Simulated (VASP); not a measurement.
# Si: convergence, relaxation of the atoms

Si, P1 (no. 1), 8 atoms in the cell. PBE, relaxation of the atoms; PAW potentials Si (PBE set). VASP 6.6.1.

Wanted: energy within 1 meV/atom; two shortest distances of each atom within 0.01 Å.

POSCAR:
```
Si
1.0
    5.4437023700      0.0000000000      0.0000000000
    0.0000000000      5.4437023700      0.0000000000
    0.0000000000      0.0000000000      5.4437023700
Si
8
Direct
    0.5082090000      0.5052860000      0.5011380000
   -0.0127740000      0.0063520000      0.5026130000
   -0.0030230000      0.5022250000      0.0015720000
    0.5075540000     -0.0048090000      0.0038900000
    0.7444380000      0.7427560000      0.7407960000
    0.2614320000      0.2453350000      0.7432100000
    0.2438600000      0.7415560000      0.2470360000
    0.7503030000      0.2612990000      0.2597450000
```

The series start from Force threshold EDIFFG (eV/Å): -0.02; Electronic threshold EDIFF (eV): 1e-6; Relaxation method: conjugate gradient, POTIM 0.5; Mixing and least electronic steps: default. Each series keeps the choices made before it, and each single choice may use up half of a tolerance.

## Force threshold EDIFFG (eV/Å)

| Force threshold EDIFFG (eV/Å) | Energy less reference (meV/atom) | Two shortest distances of each atom, largest deviation (Å) | SCF iterations | Time (s) |
|---|---|---|---|---|
| -0.1 | 0.6 | 0.001 | 39 | 6.3 |
| -0.05 | 0.0 | 0.001 | 64 | 11 |
| -0.03 | 0.0 | 0.001 | 64 | 11 |
| -0.02 | 0.0 | 0.001 | 64 | 12 |
| -0.01 | 0.0 | 0.000 | 70 | 12 |
| -0.005 | 0.0 | 0.000 | 70 | 12 |
| -0.002 (reference) | 0.0 | 0.000 | 70 | 12 |

Chosen: -0.05, the loosest value from which every tighter one stays within half of the tolerance.

## Electronic threshold EDIFF (eV)

| Electronic threshold EDIFF (eV) | Energy less reference (meV/atom) | Two shortest distances of each atom, largest deviation (Å) | SCF iterations | Time (s) |
|---|---|---|---|---|
| 0.001 | 0.0 | 0.000 | 35 | 7.9 |
| 0.0001 | 0.0 | 0.000 | 43 | 10 |
| 1e-5 | 0.0 | 0.000 | 52 | 10 |
| 1e-6 | 0.0 | 0.000 | 64 | 11 |
| 1e-7 (reference) | 0.0 | 0.000 | 81 | 14 |

Chosen: 0.001.

## Relaxation method

| Relaxation method | Energy less reference (meV/atom) | Two shortest distances of each atom, largest deviation (Å) | SCF iterations | Time (s) |
|---|---|---|---|---|
| conjugate gradient, POTIM 0.5 | 0.0 | 0.000 | 35 | 7.9 |
| conjugate gradient, POTIM 0.2 | 0.0 | 0.000 | 36 | 8.0 |
| conjugate gradient, POTIM 1.0 | 0.0 | 0.003 | 35 | 6.8 |
| quasi-Newton, POTIM 0.5 | 0.1 | 0.000 | 23 | 5.3 |
| quasi-Newton, POTIM 0.3, 10 steps kept | 0.0 | 0.001 | 25 | 5.0 |
| quasi-Newton, POTIM 0.5, at least 5 electronic steps | 0.1 | 0.000 | 35 | 6.9 |
| damped dynamics, POTIM 0.2, SMASS 0.4 | 0.0 | 0.003 | 48 | 9.6 |
| damped dynamics, POTIM 0.4, SMASS 0.8 | 0.0 | 0.002 | 31 | 8.0 |
| velocity quench, POTIM 0.1 | 0.3 | 0.000 | 25 | 6.9 |

Chosen: quasi-Newton, POTIM 0.5, which stays within half of the tolerance.

## Mixing and least electronic steps

| Mixing and least electronic steps | Energy less reference (meV/atom) | Two shortest distances of each atom, largest deviation (Å) | SCF iterations | Time (s) |
|---|---|---|---|---|
| default | 0.0 | 0.000 | 23 | 5.3 |
| MAXMIX 40 | 0.0 | 0.000 | 23 | 6.2 |
| NELMIN 4 | 0.0 | 0.000 | 30 | 7.3 |
| NELMIN 4, MAXMIX 40 | 0.0 | 0.000 | 30 | 6.4 |
| ALGO Fast | 0.0 | 0.001 | 24 | 5.4 |

Chosen: default; no other choice that stays within half of the tolerance saves 30 % of the time.

## All choices together

| Input | Energy less reference (meV/atom) | Two shortest distances of each atom, largest deviation (Å) | Time (s) |
|---|---|---|---|
| program defaults (naive) | 0.1 | 0.000 | 8.1 |
| chosen settings | 0.1 | 0.000 | 5.3 |
| reference settings throughout | 0.0 | 0.000 | 21 |

The tolerance is met.

## The input

INCAR:
```
SYSTEM = Si
PREC = Normal
ENCUT = 300
EDIFF = 0.001
ISMEAR = 0
SIGMA = 0.05
LREAL = .FALSE.
LASPH = .TRUE.
NELM = 100
ALGO = Normal
LWAVE = .FALSE.
LCHARG = .FALSE.
IBRION = 1
NSW = 150
ISIF = 2
EDIFFG = -0.05
POTIM = 0.5
KPAR = 4
```

KPOINTS:
```
k-points
0
Gamma
  3 3 3
```

Commands:
```
cat potpaw_PBE.64/Si/POTCAR > POTCAR
mpirun -np 4 vasp_std > vasp.out
```

The naive input happens to agree within the tolerance here, in 8.1 s.

Limits: the start was distorted on purpose (atoms moved at random), so the space group given is the start's and not the crystal's.

The chosen input took VASP 6.6.1 5.3 s on 4 cores (Intel Xeon 6975P-C (Granite Rapids)), a shared host.

## An input that fails: ionic step far too long

VASP's message: internal error in: us.F  at line: 1398 internal ERROR SETYLM_AUG: -25 9 359 23 -26 8 8 If you are not a developer, you should not encounter this problem. Please submit a bug report.

Changes against the starting input:
```
- NELM = 100
- IBRION = 2
- NSW = 150
- POTIM = 0.5
+ NELM = 60
+ IBRION = 3
+ NSW = 30
+ POTIM = 5.0
+ SMASS = 0.4
```
